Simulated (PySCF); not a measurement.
## How good is the calculation?

Molfile (atoms numbered from 1):
```
C6H7N
     RDKit          3D

 14 14  0  0  0  0  0  0  0  0999 V2000
    2.3383   -0.2076    0.1629 N   0  0  0  0  0  0  0  0  0  0  0  0
    0.9676   -0.0848    0.0524 C   0  0  0  0  0  0  0  0  0  0  0  0
    0.3092    1.0811    0.4808 C   0  0  0  0  0  0  0  0  0  0  0  0
   -1.0763    1.1801    0.4113 C   0  0  0  0  0  0  0  0  0  0  0  0
   -1.8453    0.1275   -0.0846 C   0  0  0  0  0  0  0  0  0  0  0  0
   -1.1987   -1.0320   -0.5120 C   0  0  0  0  0  0  0  0  0  0  0  0
    0.1863   -1.1415   -0.4468 C   0  0  0  0  0  0  0  0  0  0  0  0
    2.7768   -0.9029   -0.4260 H   0  0  0  0  0  0  0  0  0  0  0  0
    2.8639    0.6542    0.2218 H   0  0  0  0  0  0  0  0  0  0  0  0
    0.8979    1.9140    0.8754 H   0  0  0  0  0  0  0  0  0  0  0  0
   -1.5618    2.0990    0.7504 H   0  0  0  0  0  0  0  0  0  0  0  0
   -2.9325    0.2099   -0.1383 H   0  0  0  0  0  0  0  0  0  0  0  0
   -1.7811   -1.8691   -0.9059 H   0  0  0  0  0  0  0  0  0  0  0  0
    0.6783   -2.0586   -0.7829 H   0  0  0  0  0  0  0  0  0  0  0  0
  1  2  1  0
  2  3  2  0
  3  4  1  0
  4  5  2  0
  5  6  1  0
  6  7  2  0
  7  2  1  0
  1  8  1  0
  1  9  1  0
  3 10  1  0
  4 11  1  0
  5 12  1  0
  6 13  1  0
  7 14  1  0
M  END
```

Published estimates (parent shift plus substituent increments) and measurements: δ $^{13}$C C4/C6 129.3; C5 118.5; C3/C7 115.1; δ $^{1}$H H11/H13 7.14; H12 6.75; H10/H14 6.67 ppm (estimated from measurements, as parent shift plus tabulated substituent increment; solution, not stated per compound (mostly CDCl3 or CCl4); Pretsch, Buehlmann, Badertscher, Structure Determination of Organic Compounds, 4th ed. (2009)).
δ $^{1}$H H11/H13 6.98; H12 6.59; H10/H14 6.48 ppm (measured; solution, cyclohexane, 325 K; Shapiro, Mohrmann, J. Phys. Chem. Ref. Data 1977, 6, 919). Coupling constants: $^{3}J$(H10,H11) 8.0 Hz, $^{4}J$(H10,H12) 1.1 Hz, $^{5}J$(H10,H13) 0.5 Hz, $^{4}J$(H10,H14) 2.5 Hz, $^{3}J$(H11,H12) 7.4 Hz, $^{4}J$(H11,H13) 1.6 Hz, $^{1}J$(C3,H10) 156.0 Hz, $^{1}J$(C4,H11) 156.9 Hz, $^{1}J$(C5,H12) 160.5 Hz, $^{3}J$(C3,C6) 7.9 Hz.

PySCF calculation with couplings computed with B3LYP/pcJ-1 (spin–dipole term only in couplings to heteroatoms), structure optimised with PBE0-D3(BJ)/def2-SVP and GIAO PBE0/pcSseg-1 shieldings; single conformer, non-relativistic Hamiltonian, one averaged value for each set of equivalent atoms, no solvent model.

Problem. What does the calculation give, and how does it compare?

Solution. 
Reference values: estimated from measurements, as parent shift plus tabulated substituent increment (solution, not stated per compound (mostly CDCl3 or CCl4); Pretsch, Buehlmann, Badertscher, Structure Determination of Organic Compounds, 4th ed. (2009)).
```
  atoms    quantity  reference  computed  computed, scaled
  C4/C6  δ $^{13}$C      129.3     135.1             130.0
     C5  δ $^{13}$C      118.5     121.6             116.9
  C3/C7  δ $^{13}$C      115.1     116.6             112.1
H11/H13   δ $^{1}$H       7.14      7.21              7.05
    H12   δ $^{1}$H       6.75      6.70              6.57
H10/H14   δ $^{1}$H       6.67      6.53              6.41
```

Reference values: measured (solution, cyclohexane, 325 K; Shapiro, Mohrmann, J. Phys. Chem. Ref. Data 1977, 6, 919).
```tsv
atoms	quantity	reference	computed	computed, scaled
H11/H13	δ $^{1}$H	6.98	7.21	7.05
H12	δ $^{1}$H	6.59	6.70	6.57
H10/H14	δ $^{1}$H	6.48	6.53	6.41
```

Computed shifts are σ(ref) − σ with the named reference compound (TMS for H and C) calculated as an isolated molecule at the same level. The measured values may be among those fitted. Empirical linear scaling, fitted to shifts measured mostly in CDCl3 for H and C (δ vs TMS): $^{1}$H: δ = 29.91 − 0.950σ (rms 0.21 ppm, 511 shifts, 0.22 ppm with the 3 outliers that the fit left out); $^{13}$C: δ = 177.62 − 0.967σ (rms 1.9 ppm, 903 shifts, 2.3 ppm with the 23 outliers that the fit left out). Occasional misses reach two or three times the rms, and more in compound classes unlike the fitted ones. H not on carbon is unscaled (vs computed TMS).

Coupling constants in Hz (some tables give magnitudes without signs):
| coupling | reference | computed | source |
| --- | --- | --- | --- |
| $^{3}J$(H10,H11) | 8.0 | 8.9 | measured; solution (compiled); Pretsch, Buehlmann, Badertscher, Structure Determination of Organic Compounds, 4th ed., Springer 2009 |
| $^{4}J$(H10,H12) | 1.1 | 0.7 | measured; solution (compiled); Pretsch, Buehlmann, Badertscher, Structure Determination of Organic Compounds, 4th ed., Springer 2009 |
| $^{5}J$(H10,H13) | 0.5 | 0.4 | measured; solution (compiled); Pretsch, Buehlmann, Badertscher, Structure Determination of Organic Compounds, 4th ed., Springer 2009 |
| $^{4}J$(H10,H14) | 2.5 | 2.4 | measured; solution (compiled); Pretsch, Buehlmann, Badertscher, Structure Determination of Organic Compounds, 4th ed., Springer 2009 |
| $^{3}J$(H11,H12) | 7.4 | 8.2 | measured; solution (compiled); Pretsch, Buehlmann, Badertscher, Structure Determination of Organic Compounds, 4th ed., Springer 2009 |
| $^{4}J$(H11,H13) | 1.6 | 1.2 | measured; solution (compiled); Pretsch, Buehlmann, Badertscher, Structure Determination of Organic Compounds, 4th ed., Springer 2009 |
| $^{1}J$(C3,H10) | 156.0 | 161.6 | measured; liquid or solution (compiled); San Fabian, Garcia de la Vega, Suardiaz et al., Magn. Reson. Chem. 2013, 51, 775 (SI) |
| $^{1}J$(C4,H11) | 156.9 | 164.2 | measured; liquid or solution (compiled); San Fabian, Garcia de la Vega, Suardiaz et al., Magn. Reson. Chem. 2013, 51, 775 (SI) |
| $^{1}J$(C5,H12) | 160.5 | 169.3 | measured; liquid or solution (compiled); San Fabian, Garcia de la Vega, Suardiaz et al., Magn. Reson. Chem. 2013, 51, 775 (SI) |
| $^{3}J$(C3,C6) | 7.9 | 7.0 | measured; liquid or solution; F. J. Weigert, PhD thesis, Caltech 1968 (Carbon-13 magnetic resonance spectroscopy) |

Problem. How far are the unscaled $^{13}$C shifts from the references?

Solution. Mean signed difference +3.47 ppm, mean absolute 3.47 ppm over 3 comparisons; the largest is +5.8 ppm at C4/C6 (aromatic CH).

Problem. How far are the unscaled $^{1}$H shifts from the references?

Solution. Mean signed difference +0.05 ppm, mean absolute 0.11 ppm over 6 comparisons; the largest is +0.23 ppm at H11/H13 (hydrogen on an aromatic CH).

19 of the 52 published NMR values on file for this molecule are compared. The rest: values from further sources.

Unscaled 3J(H,H) at this level run about 10 % above measured values.
